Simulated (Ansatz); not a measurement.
**Zr3O: other elements on the same sites**

Theory: Ansatz 0.2.0, DFT PBEsol, scalar-relativistic, plane waves, PAW. Run with 420 eV cutoff, 6×6×8 k-mesh, Gaussian smearing of 0.10 eV, no spin polarisation.

Starting point, cell and atoms relaxed:

```xyz
8
Lattice="5.5836 0.0000 0.0000 -2.7918 4.8355 0.0000 0.0000 0.0000 5.1560" Properties=species:S:1:pos:R:3 pbc="T T T"
Zr   -1.8442    3.1942    2.5780
Zr   -0.9476    1.6413    0.0000
Zr    1.8442    3.1942    0.0000
Zr    3.6883    0.0000    2.5780
Zr    0.9476    1.6413    2.5780
Zr    1.8953    0.0000    0.0000
O     2.7918    1.6118    3.8670
O     0.0000    3.2237    1.2890
```

Each substitution replaces an element on all its sites; cell and atoms are then relaxed within the symmetry of the start. The crystals needn't be the stable forms of their compositions. Lengths are those of the primitive cell. Mesh and smearing follow each crystal's size and gap, and all runs are without spin polarisation.

Energies of formation count from the elements' standard states in the same functional (gases as molecules, bromine and mercury as crystals, carbon as graphite, phosphorus as black phosphorus), at zero temperature and without zero-point motion.

Spin-orbit coupling is left out, which matters for the bands and energies of heavy elements.

| formula | V (Å³/atom) | a (Å) | b (Å) | c (Å) | gap (eV) | space group | ΔH_f (eV/atom) |
| --- | --- | --- | --- | --- | --- | --- | --- |
| Zr3O | 17.40 | 5.584 | 5.584 | 5.156 | metal | P6_322 (182) | -1.473 |

**Question.** What does O→S do to the volume, the gap and the stability?

**Answer.** Zr3S: the volume per atom goes up by 3.67 Å³ to 21.07 Å³ (+21.1 %), it is a metal, the formation energy is -0.838 eV/atom against -1.473 before, space group P6_322 (182).

**Question.** What does Zr→Ir do to the volume, the gap and the stability?

**Answer.** Ir3O: the volume per atom drops by 3.95 Å³ to 13.45 Å³ (-22.7 %), it is a metal, the formation energy is 0.771 eV/atom against -1.473 before, space group P6_322 (182).

Cost: 3 runs of about 11 core-minutes in all, on Intel Xeon Platinum 8259CL (Skylake/Cascade Lake) (shared hosts).